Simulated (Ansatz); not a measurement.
A plane-wave DFT run in Ansatz 0.2.0 (scalar-relativistic PAW potentials unless the input names others): input and command.

```yaml
crystal:
  lattice:
    - [-1.4444902177, 1.4755302431, 1.346357254]
    - [1.5065702685, -1.4755302431, 1.412756115]
    - [1.4444902177, 1.4755302431, -1.346357254]
  atoms:
    - { symbol: Cu, position: [0.0, 0.0, 0.0] }
basis:
  ecutwfc: 420
kpoints:
  mp_grid: { grid: [30, 30, 30] }
hamiltonian:
  xc: pbe
  hubbard: { sites: [{ species: Cu, l: d, u_eff: 2.0 }], double_counting: fll }
scf:
  occupations: { method: gaussian, width: 0.15 }
output:
  forces: true
  eigenvalues: true
  stress: true
```

```bash
ansatz run input.yaml --threads 1 --pin off --max-ram 2560MiB --backend cpu --events-out ev --progress --plain --runs-dir out
```

Abridged log:
```
Basis set: ecut = 420 eV, 233 PW (Γ), exchange–correlation on 36×36×36 points (8 copies of the dense FFT grid, shifted against one another)
Bands: 14, of which v1, the nominal top of the filled ones, is band 10 counted from 1 (9 counted from 0)
Symmetry: 4 space group operations
k-points: 6992 of 27000
SCF iter   1: F=—  HF=-6625.641950 eV  |F-HF|=—  |Δ(HF+E_count)|=         —  Δρ=2.18e-1  dr2=3.55e0  ethr=3.10e-3  ⟨swp⟩=5.0  Hψ=474853  notcnv=0
SCF iter   2: F=—  HF=-6625.994662 eV  |F-HF|=—  |Δ(HF+E_count)|=   3.53e-1  Δρ=2.13e-1  dr2=2.75e0  ethr=3.10e-3  ⟨swp⟩=3.0  Hψ=273479  notcnv=0  defer=2613
SCF iter   3: F=—  HF=-6624.967311 eV  |F-HF|=—  |Δ(HF+E_count)|=    1.03e0  Δρ=1.77e-2  dr2=3.27e-2  ethr=3.10e-3  ⟨swp⟩=2.9  Hψ=255081  notcnv=0  defer=2824
SCF iter   4: F=—  HF=-6624.954897 eV  |F-HF|=—  |Δ(HF+E_count)|=   1.24e-2  Δρ=6.24e-3  dr2=3.54e-3  ethr=1.72e-4  ⟨swp⟩=2.4  Hψ=164717  notcnv=0  defer=2785
SCF iter   5: F=—  HF=-6624.954164 eV  |F-HF|=—  |Δ(HF+E_count)|=   7.33e-4  Δρ=2.23e-3  dr2=3.12e-4  ethr=1.86e-5  ⟨swp⟩=2.4  Hψ=133122  notcnv=0  defer=2785
SCF iter   6: F=—  HF=-6624.954129 eV  |F-HF|=—  |Δ(HF+E_count)|=   3.52e-5  Δρ=5.51e-4  dr2=2.07e-5  ethr=1.64e-6  ⟨swp⟩=1.2  Hψ=100341  notcnv=0  defer=2785
SCF iter   7: F=—  HF=-6624.954128 eV  |F-HF|=—  |Δ(HF+E_count)|=   6.15e-7  Δρ=7.38e-5  dr2=3.76e-7  ethr=1.09e-7  ⟨swp⟩=1.5  Hψ=111785  notcnv=0  defer=2785
SCF iter   8: F=-6624.954128 eV  HF=-6624.954128 eV  |F-HF|=9.06e-10  |Δ(HF+E_count)|=   3.81e-8  Δρ=5.19e-6  dr2=1.99e-9  ethr=5.26e-10  ⟨swp⟩=6.0  Hψ=391372  notcnv=0
SCF 1 converged in 8 iterations: F = -6624.954128 eV  dr2 = 1.99e-9
SCF converged after 8 iterations
Free energy (F): -6624.954128 eV
Harris-Foulkes:  -6624.954128 eV  (|F-HF|=9.06e-10)
Internal energy: -6624.950882 eV  (E = F + TS)
E sigma→0 (E₀):  -6624.952505 eV
Entropy (-TS):   -0.003246 eV (-3.246 meV/atom)
Fermi energy:    16.239560 eV
--- Forces (eV/Å), atoms counted from 1 ---
  atom   1  Cu     0.00000000     0.00000000     0.00000000
--- Stress (GPa, compression-positive) ---
        1.114026       0.000000      -3.651093
        0.000000       1.400035       0.000000
       -3.651093       0.000000       1.081742
  P = ⅓ Tr σ = 1.1986 GPa (11.986 kbar)
Occupation matrices written to <dir>
```

Apart from outputs and empty bands, the input differs from a reference run on usual settings in hamiltonian.hubbard: not typed → {"sites": [{"species": "Cu", "l": "d", "u_eff": 2.0}], "double_counting": "fll"}. The reference, at the same geometry (not necessarily relaxed), gave pressure 0.31 GPa, largest force 0.000 eV/Å, no gap on the mesh. This run converged in 8 SCF iterations (reference: 6) with an energy at zero smearing 179 meV/atom above the reference's (the Hamiltonian itself differs), pressure 1.20 GPa, largest force 0.000 eV/Å, no gap on the mesh.

Time: 95 s on 1 thread of Intel(R) Xeon(R) Platinum 8488C (Sapphire Rapids), on a shared host, peak memory 1.8 GiB.